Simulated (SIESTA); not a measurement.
TiB2:

```
CELL_PARAMETERS angstrom
3.02920 0.00000 0.00000
-1.51460 2.62336 0.00000
0.00000 0.00000 3.22840
ATOMIC_POSITIONS crystal
Ti 0.00000 0.00000 0.00000
B 0.66667 0.33333 0.50000
B 0.33333 0.66667 0.50000
```

Base run:

| Property | Result |
| --- | --- |
| Program | SIESTA 5.4.2 |
| Functional | PBE |
| Potentials or basis | PseudoDojo 0.4 standard (PBE files) |
| Basis | SZ (energy shift 0.003 Ry) |
| Grid cutoff | 800 Ry |
| Energy shift | 0.003 Ry |
| k mesh | 7 × 7 × 6 |
| Occupations | fermi-dirac, width 0.05 eV |
| Spin | no spin polarisation |

Its results: band gap on the k mesh none (metal or under the smearing width); pressure 11.1 GPa.

Q: After a change of settings the same cell gave: band gap on the k mesh none (metal or under the smearing width); pressure 2.5 GPa. Which change was it?
A. basis from SZ (energy shift 0.003 Ry) to DZ (energy shift 0.003 Ry; two zetas on semicore shells)
B. basis from SZ (energy shift 0.003 Ry) to TZDP (energy shift 0.003 Ry; two zetas on semicore shells)
C. basis from SZ (energy shift 0.003 Ry) to TZP (energy shift 0.003 Ry; two zetas on semicore shells)
D. basis from SZ (energy shift 0.003 Ry) to SZP (energy shift 0.003 Ry)

A: A.

Caveats: the basis has no polarisation orbitals; the basis of atomic orbitals isn't converged, which shifts pressures, moduli and gaps.
